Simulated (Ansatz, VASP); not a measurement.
# GaAs in VASP and in Ansatz

```
CELL_PARAMETERS angstrom
0.00000 2.80788 2.80788
2.80788 0.00000 2.80788
2.80788 2.80788 0.00000
ATOMIC_POSITIONS crystal
As 0.75000 0.75000 0.75000
Ga 0.00000 0.00000 0.00000
```

Alike in both runs: task single point; functional PBE; k mesh 8 × 8 × 8; occupations fermi-dirac, width 0.05 eV; no spin polarisation.

|  | VASP | Ansatz |
| --- | --- | --- |
| version | VASP 6.6.1 | Ansatz 0.2.0 |
| potentials or method | VASP PAW PBE potentials, release 64 (As, Ga_d) | Ansatz PAW |
| plane-wave cutoff (eV) | 520 | 420 |
| valence electrons in the cell | 18 | 28 |

Ansatz gave:

| Property | Result |
| --- | --- |
| gap on the k mesh at the Fermi level (eV) | 0.67 |
| least direct gap on the mesh (eV) | 0.67 |
| pressure (GPa) | 4.9 |

**Question.** Which values does VASP return?

**Answer.** gap on the k mesh at the Fermi level (eV): 0.67; least direct gap on the mesh (eV): 0.67; pressure (GPa): 5.1.

The two sets of potentials don't hold the same shells in valence.

A k mesh can miss the band edges. PBE gaps usually lie below the measured ones, often by a third to a half.
